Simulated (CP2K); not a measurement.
S:

```
S
1.0
     6.40664    0.00000    0.00000
    -2.72677    5.79739    0.00000
    -2.72677   -4.29586    3.89299
S
6
Direct
  0.85170 0.08270 0.74910
  0.08270 0.74910 0.85170
  0.74910 0.85170 0.08270
  0.14830 0.91730 0.25090
  0.91730 0.25090 0.14830
  0.25090 0.14830 0.91730
```

This isn't the form of S at room conditions, which is orthorhombic, of S8 rings.

Base run:

- Program: CP2K 2026.2
- Functional: PBEsol
- Dispersion: D3(BJ)
- Potentials or basis: POTENTIAL_UZH S GTH-PBE-q6; TZVP-MOLOPT-PBE-GTH basis
- Density cutoff: 6123 eV
- k mesh: 7 × 7 × 7
- Occupations: gaussian, width 0.05 eV
- Spin: no spin polarisation

Its results: band gap on the k mesh 2.00 eV, indirect (least direct gap 2.07 eV); pressure 0.2 GPa; largest force 0.550 eV/Å.

Task: The run is repeated on the same cell with these changes: dispersion from D3(BJ) to none; occupations from gaussian, width 0.05 eV to gaussian, width 0.02 eV. What comes out?

Result: Band gap on the k mesh 2.00 eV, indirect (least direct gap 2.07 eV); pressure 1.5 GPa; largest force 0.546 eV/Å.

Caveats: the potentials were made for another functional, which shifts forces and pressure; an odd mesh through Γ misses points on the zone boundary, where band edges often lie; the basis of atomic orbitals isn't converged, which shifts pressures, moduli and gaps.
